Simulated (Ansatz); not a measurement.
# Ru under changes of volume

One of the cells (13.575 Å³/atom); the others are scaled copies at fixed shape and fractional positions:

```
Ru
1.0
     2.70580    0.00000    0.00000
    -1.35290    2.34329    0.00000
     0.00000    0.00000    4.28190
Ru
2
Direct
  0.66667 0.33333 0.75000
  0.33333 0.66667 0.25000
```

* Program: Ansatz 0.2.0
* Functional: r2SCAN
* Dispersion: D3(BJ)
* Potentials or basis: Ansatz PAW
* Cutoff: 500 eV (not typed: the program's choice for these potentials)
* k mesh: 11 × 11 × 6
* Occupations: fermi-dirac, width 0.05 eV
* Spin: no spin polarisation

| volume (Å³/atom) | energy over the lowest point (meV/atom) | pressure (GPa) |
| --- | --- | --- |
| 12.760 | 30.67 | 17.6 |
| 13.032 | ? | ? |
| 13.303 | 0.00 | 1.3 |
| 13.575 | 3.81 | -5.5 |
| 13.846 | 18.51 | -11.6 |
| 14.118 | 42.88 | -16.9 |
| 14.389 | 75.84 | -21.7 |

Task: What does the run at 13.032 Å³/atom give?

Result: Energy over the lowest point 8.45 meV/atom; pressure 9.0 GPa.

Worked out: A Birch-Murnaghan fit of order 3 (a polynomial in V^(-2/3)) to the other rows has its minimum at 13.35 Å³/atom with B0 = V·E''(V) = 348 GPa and B' = 4.8 at fixed shape and positions, which overstates the stiffness. It gives 8.42 meV/atom at 13.032 Å³/atom, against the run's 8.45, and -dE/dV = 8.9 GPa, against 9.0.

Energies are extrapolated to zero smearing.

Caveats: pairwise dispersion overbinds metals, which lowers pressure and volume; the PAW data sets come from PBE, with cores solved anew for the run's functional, which leaves a small shift of forces and pressure; the dispersion damping was fitted for another functional or another form of the correction.
